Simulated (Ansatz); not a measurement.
# Cd under changes of volume

One of the cells (21.585 Å³/atom); the others are scaled copies at fixed shape and fractional positions:

```xyz
2
Lattice="2.9789 0.0000 0.0000 -1.4894 2.5798 0.0000 0.0000 0.0000 5.6177" Properties=species:S:1:pos:R:3 pbc="T T T"
Cd    1.4894    0.8599    4.2132
Cd    0.0000    1.7199    1.4044
```

| Item | Value |
| --- | --- |
| Program | Ansatz 0.2.0 |
| Functional | PBE |
| Potentials or basis | Ansatz NC |
| Cutoff | 1071 eV (not typed: the program's choice for these potentials) |
| k mesh | 10 × 10 × 5 |
| Occupations | fermi-dirac, width 0.05 eV |
| Spin | no spin polarisation |

| volume (Å³/atom) | energy over the lowest point (meV/atom) | pressure (GPa) |
| --- | --- | --- |
| 20.290 | 50.59 | 7.5 |
| 20.722 | 32.83 | 5.7 |
| 21.154 | 19.44 | 4.2 |
| 21.585 | 9.90 | 2.9 |
| 22.017 | 3.75 | 1.7 |
| 22.449 | ? | ? |
| 22.880 | 0.00 | -0.2 |

**Question.** What does the run at 22.449 Å³/atom give?

**Answer.** Energy over the lowest point 0.57 meV/atom; pressure 0.7 GPa.

Worked out: A Birch-Murnaghan fit of order 3 (a polynomial in V^(-2/3)) to the other rows has its minimum at 22.76 Å³/atom with B0 = V·E''(V) = 47 GPa and B' = 5.8 at fixed shape and positions, which overstates the stiffness. It gives 0.56 meV/atom at 22.449 Å³/atom, against the run's 0.57, and -dE/dV = 0.7 GPa, against 0.7.

Energies are extrapolated to zero smearing.
